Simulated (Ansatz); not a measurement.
Write the native input for Ansatz 0.2.0 that does the following.

```
Task                : relaxation of cell and atoms
Functional          : PBE
Dispersion          : D4
Potentials or basis : Ansatz PAW
Cutoff              : 420 eV (not typed: the program's choice for these potentials)
k mesh              : 11 × 11 × 11
Occupations         : fermi-dirac, width 0.05 eV
Spin                : no spin polarisation
```

Crystal: Sn.

```
Sn
1.0
    -1.72654    1.77555    2.33834
     1.72654   -1.77555    2.33834
     1.72654    1.77555   -2.33834
Sn
1
Direct
  0.00000 0.00000 0.00000
```

This isn't the form of Sn at room conditions, which is tetragonal (white tin).

The input as run:

input.yaml

```yaml
crystal:
  lattice:
    - [-1.726539, 1.775547, 2.338342]
    - [1.726539, -1.775547, 2.338342]
    - [1.726539, 1.775547, -2.338342]
  atoms:
    - { symbol: Sn, position: [0.0, 0.0, 0.0] }
hamiltonian:
  xc: pbe
  pseudopotentials: { kind: paw }
  dispersion: d4
kpoints:
  mp_grid: { grid: [11, 11, 11] }
scf:
  occupations: { method: fermi_dirac, width: 0.05 }
output:
  forces: true
  stress: true
  eigenvalues: true
relax:
  f_tol: 0.01
  max_steps: 40
  cell: { stress_tol: 0.05 }
```

Potentials or basis: Ansatz PAW.

The run is started by

```console
$ ansatz run input.yaml --threads 2 --pin off --max-ram 5632MiB --backend cpu --events-out ev --progress --plain --runs-dir out
```

Results of the run:

* Relaxed volume: 26.81 Å³/atom
* Relaxed cell: a = 3.338 Å, b = 3.338 Å, c = 3.338 Å, α = 118.68°, β = 118.69°, γ = 92.29°
* Space group after relaxing (to 0.05 Å): I4/mmm (No. 139)
* Energy gained by relaxing: 22.2 meV/atom
* Ionic steps: 6
* Pressure after relaxing: 0.0 GPa
* Band gap on the k mesh: none (metal or under the smearing width)

Caveat: the plane-wave basis is chosen anew once the cell has moved, so the energies of steps on either side of that aren't comparable; pairwise dispersion overbinds metals, which lowers pressure and volume.

Wall time 12 s on 2 threads of Arm Neoverse V2, on a shared host, peak memory 0.36 GiB.
